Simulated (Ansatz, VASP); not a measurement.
# B in VASP and in Ansatz

```
B
1.0
     1.90568    0.00000    0.00000
     0.00000    1.90568    0.00000
     0.00000    0.00000    1.90568
B
1
Direct
  0.00000 0.00000 0.00000
```

Alike in both runs: functional BLYP; k mesh 16 × 16 × 16; occupations fermi-dirac, width 0.1 eV; no spin polarisation.

Ansatz relaxed the structure, and its values are those at the end. VASP's run is a single point on that final structure, the one shown.

|  | VASP | Ansatz |
| --- | --- | --- |
| version | VASP 6.6.1 | Ansatz 0.2.0 |
| potentials or method | VASP PAW PBE potentials, release 64 (B) | plane waves (420 eV) with PAW, scalar-relativistic |
| plane-wave cutoff (eV) | 520 | 420 |
| valence electrons in the cell | 3 | 3 |

Ansatz gave:

- pressure (GPa): 0.0

Estimate VASP's values.

pressure (GPa): 0.1.

Caveats: the PAW data sets were made with another functional, which shifts forces and pressure a little (VASP).
